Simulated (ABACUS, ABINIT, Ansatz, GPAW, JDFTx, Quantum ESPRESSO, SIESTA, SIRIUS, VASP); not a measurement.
## MgS: programs and potentials compared

```
S Mg
1.0
     0.00000    2.60165    2.60165
     2.60165    0.00000    2.60165
     2.60165    2.60165    0.00000
S Mg
1 1
Direct
  0.50000 0.50000 0.50000
  0.00000 0.00000 0.00000
```

Alike in all runs: task single point; functional PBE; k mesh 9 × 9 × 9; occupations fermi-dirac, width 0.05 eV; no spin polarisation; no spin-orbit coupling. Pressure is positive in compression and, in plane waves, holds the error of the finite cutoff, which Ansatz's Pulay term estimates and takes out.

| program and potentials | plane-wave cutoff (eV) | notes | pressure (GPa) |
| --- | --- | --- | --- |
| SIESTA, files PseudoDojo sr-pbe-0.4.1-standard, DZP (energy shift 0.003 Ry; two zetas on semicore shells) | - | atomic basis; 8 valence electrons an atom on average | 3.35 |
| Ansatz, all-electron LAPW, scalar-relativistic | - | - | 1.15 |
| VASP, PBE PAW files Mg, S, 520 eV | 520 | 4 valence electrons an atom on average | 0.86 |
| JDFTx, PseudoDojo-SR-PBE-0.5-standard | 1143 | 8 valence electrons an atom on average | 1.22 |
| ABINIT, JTH PAW PBE v2.0 | 544 | 8 valence electrons an atom on average | 1.07 |
| SIRIUS, PseudoDojo 0.4.1 PBE standard (scalar relativistic) | 1152 | 8 valence electrons an atom on average | 1.22 |
| Ansatz, Ansatz PAW (earlier soft set) | 420 | 8 valence electrons an atom on average | 1.16 |
| Quantum ESPRESSO, SSSP 1.3 efficiency PBE | 748 | 4 valence electrons an atom on average | 0.83 |
| GPAW, GPAW PAW data sets (gpaw-data 1.2.1) | 800 | 8 valence electrons an atom on average | 1.06 |
| ABACUS, PseudoDojo NC SR 0.4.1 PBE standard, plane waves | 1143 | 8 valence electrons an atom on average | 1.22 |

The pressure spans 0.83 (Quantum ESPRESSO, SSSP 1.3 efficiency PBE) to 3.35 GPa (SIESTA, files PseudoDojo sr-pbe-0.4.1-standard, DZP (energy shift 0.003 Ry; two zetas on semicore shells)), with all-electron results at 1.15. The pressure on the cell as given of SIESTA, files PseudoDojo sr-pbe-0.4.1-standard, DZP (energy shift 0.003 Ry; two zetas on semicore shells) lies far from the others; the cause wasn't traced. Rows in atomic bases carry the error of their basis and grid, which can be large.

Differences between rows come from potentials, basis sets and numerical settings, since the functional is the same but for its coding. Runs on potential files found faulty are left out.
